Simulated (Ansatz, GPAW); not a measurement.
Given: the input of a run of Ansatz 0.2.0 on Fe. 

The input input.yaml:

```yaml
crystal:
  lattice:
    - [-1.443, 1.443, 1.443]
    - [1.443, -1.443, 1.443]
    - [1.443, 1.443, -1.443]
  atoms:
    - { symbol: Fe, position: [0.0, 0.0, 0.0], spin: 3.0 }
kpoints:
  mp_grid: { grid: [13, 13, 13] }
scf:
  occupations: { method: gaussian, width: 0.019 }
hamiltonian:
  xc: pbe
  pseudopotentials: { kind: all_electron, lapw: { basis_error: 0.001 } }
magnetization:
  spin_polarized: true
output:
  forces: true
  stress: true
  eigenvalues: true
```

Potentials or basis: all-electron LAPW, scalar-relativistic.

Run with:

```bash
$ ansatz run input.yaml --threads 2 --pin off --max-ram 6144MiB --backend cpu --events-out ev --progress --plain --runs-dir out
```

Set up the same calculation for GPAW 26.7.0 (ASE script). Potentials or basis there: GPAW PAW data sets (gpaw-data 1.2.1), cutoff 600 eV.

As run (cutoffs and basis follow the program's own potentials, and thresholds, step limits or extra output files can differ):

The input run.py:

```python
from ase.dft.bandgap import bandgap
from ase.io import read, write
from ase.units import GPa
from gpaw import GPAW, PW

atoms = read('Fe.xyz')
atoms.set_initial_magnetic_moments([3.0])

calc = GPAW(mode=PW(600),
            xc='PBE',
            kpts={'size': (13, 13, 13), 'gamma': True},
            occupations={'name': 'methfessel-paxton', 'order': 0, 'width': 0.019000000000000003},
            nbands=12,
            convergence={'density': 1e-05, 'energy': 1e-05},
            maxiter=150,
            txt='gpaw.txt')
atoms.calc = calc
energy = atoms.get_potential_energy()
forces = atoms.get_forces()
stress = atoms.get_stress()
calc.write('gs.gpw')
write('result.traj', atoms)
print(f'Energy: {energy:.6f} eV')
print('Forces (eV/A):')
print(forces.round(4))
print('Stress (GPa):', (stress / GPa).round(3))
print('Moments:', calc.get_magnetic_moments().round(3))
print('Fermi level:', round(calc.get_fermi_level(), 4), 'eV')
print(f'Gap: {bandgap(calc)[0]:.4f} eV, direct: {bandgap(calc, direct=True)[0]:.4f} eV')
```

Fe.xyz

```xyz
1
Lattice="-1.4430000000 1.4430000000 1.4430000000 1.4430000000 -1.4430000000 1.4430000000 1.4430000000 1.4430000000 -1.4430000000" Properties=species:S:1:pos:R:3 pbc="T T T"
Fe     0.0000000000      0.0000000000      0.0000000000
```

Potentials or basis: GPAW PAW data sets (gpaw-data 1.2.1), pw.

Command:

```console
$ OMP_NUM_THREADS=1 python run.py
```

Both were run:

|  | Ansatz | GPAW |
| --- | --- | --- |
| Pressure | -9.8 GPa | -8.0 GPa |
| Net moment | 2.24 μB per cell | 2.25 μB per cell |

Where Ansatz's input types no cutoff or centring, it takes its own default and a Γ-centred mesh.

The magnetic state is the one that the start led to; the real crystal's order can differ.

Pressure is positive in compression.
